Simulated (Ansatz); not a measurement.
Fe:

```
CELL_PARAMETERS angstrom
-1.44300 1.44300 1.44300
1.44300 -1.44300 1.44300
1.44300 1.44300 -1.44300
ATOMIC_POSITIONS crystal
Fe 0.00000 0.00000 0.00000
```

| Item | Value |
| --- | --- |
| Program | Ansatz 0.2.0 |
| Task | phonons |
| Functional | LDA |
| Potentials or basis | all-electron LAPW, scalar-relativistic |
| Cutoff | 325 eV (chosen from the basis error) |
| Basis error allowed | 0.001 eV/atom |
| k mesh | 10 × 10 × 10 |
| Occupations | fermi-dirac, width 0.05 eV |
| Spin | collinear spin, ferromagnetic start |
| Starting moments | [3.0] μB |
| Phonon path | ["G", "H", "N", "G", "P", "H"] |

Problem. Is this structure dynamically stable at this level, and how far does the spectrum reach?

Solution. Yes, as far as this q mesh shows: no mode on the path is imaginary. The highest frequency is 250 cm⁻¹.

A q mesh this small can miss soft modes between its points.

Caveat: the k mesh is thin for a metal, which can move the energy by tens of meV per atom; a metal's response needs a denser mesh.
